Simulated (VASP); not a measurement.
A run of VASP 6.6.1 is set up as follows.

File INCAR:

```
SYSTEM = Te2Pt
  PREC = Accurate
  ENCUT = 520
  EDIFF = 1E-6
  ISMEAR = -1
  SIGMA = 0.15
  LREAL = .False.
  LASPH = .True.
  NELM = 100
  ALGO = Fast
  ISIF = 2
  LWAVE = .False.
  LCHARG = .False.
  GGA = PE
  IVDW = 12
  NBANDS = 18
```

Contents of KPOINTS:

```
Automatic mesh
0
Gamma
  12 12 8
  0 0 0
```

Contents of POSCAR:

```
Te2Pt
1.0
    4.0519534853      0.0000000000      0.0000000000
   -2.0259767426      3.5090946532      0.0000000000
    0.0000000000      0.0000000000      5.0999101399
Te Pt
2 1
Direct
    0.3333333333      0.6666666667      0.2671282086
    0.6666666667      0.3333333333      0.7328717914
    0.0000000000      0.0000000000      0.0000000000
```

Potentials or basis: VASP PAW PBE potentials, release 64 (Te, Pt).

The run is started by

```console
$ cat potpaw_PBE.64/Te/POTCAR potpaw_PBE.64/Pt/POTCAR > POTCAR
$ mpirun -np 1 vasp_std > vasp.out
```

**Question.** Predict the pressure.

**Answer.** -0.2 GPa.

**Question.** Predict the largest force.

**Answer.** 0.008 eV/Å.

Forces in eV/Å, atoms in the order of the input:
```
Te   0.000  0.000 -0.008
Te   0.000  0.000  0.008
Pt   0.000  0.000  0.000
```

Caveat: pairwise dispersion overbinds metals, which lowers pressure and volume. Spin-orbit coupling is left out, which matters for the levels of Pt, Te.
